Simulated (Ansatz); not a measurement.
Crystal: PbO2.

```xyz
6
Lattice="4.9950 0.0000 0.0000 0.0000 4.9950 0.0000 0.0000 0.0000 3.4090" Properties=species:S:1:pos:R:3 pbc="T T T"
Pb    2.4975    2.4975    1.7045
Pb    0.0000    0.0000    0.0000
O     3.4594    3.4594    0.0000
O     4.0331    0.9619    1.7045
O     0.9619    4.0331    1.7045
O     1.5356    1.5356    0.0000
```

The cell is a database's computed one.

Base run:

| Item | Value |
| --- | --- |
| Program | Ansatz 0.2.0 |
| Functional | LDA |
| Potentials or basis | Ansatz PAW |
| Cutoff | 420 eV |
| Density cutoff | 1680 eV |
| k mesh | 5 × 5 × 6 |
| Occupations | fermi-dirac, width 0.05 eV |
| Spin | no spin polarisation |

Its results: pressure -4.0 GPa; largest force 0.056 eV/Å.

**Question.** The run is repeated on the same cell with these changes: spin from no spin polarisation to spin-orbit coupling, no magnetisation; potential files from those of the base run to others of the same set. What comes out?

**Answer.** Pressure -4.5 GPa; largest force 0.071 eV/Å.

Caveats: the PAW data sets come from PBE, with cores solved anew for the run's functional, which leaves a small shift of forces and pressure.

Not every run made on this cell is shown here.
